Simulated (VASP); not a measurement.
A run of VASP 6.6.1:

File INCAR:

```
PREC = Accurate
ENCUT = 520
EDIFF = 1E-7
ISMEAR = -1
SIGMA = 0.08
LREAL = F
LASPH = T
NELM = 150
ALGO = Fast
ISIF = 2
LWAVE = F
LCHARG = F
ISPIN = 2
MAGMOM = 1 1.5
LORBIT = 11
LMAXMIX = 4
NBANDS = 22
```

The input KPOINTS:

```
Automatic mesh
0
Gamma
  12 12 9
```

POSCAR

```
TiNi
1.0
    2.9072245016      0.0000000000      0.0000000000
    0.0000000000      2.9072245016      0.0000000000
    0.0000000000      0.0000000000      3.8058160263
Ti Ni
1 1
Direct
    0.5000000000      0.5000000000      0.5000000000
    0.0000000000      0.0000000000      0.0000000000
```

Potentials or basis: VASP PAW LDA potentials, release 64 (Ti_sv, Ni).

The run is started by

```bash
$ cat potpaw_LDA.64/Ti_sv/POTCAR potpaw_LDA.64/Ni/POTCAR > POTCAR
$ mpirun -np 1 vasp_std > vasp.out
```

Hardware: 1 thread of Intel(R) Xeon(R) Platinum 8559C (Emerald Rapids), on a shared host.

**Question.** Estimate the wall time of this run.

**Answer.** It took 95 s on 1 thread of Intel(R) Xeon(R) Platinum 8559C (Emerald Rapids), with other jobs on the host, peak memory 0.25 GiB. Counts: scf iterations 19, k points 140.
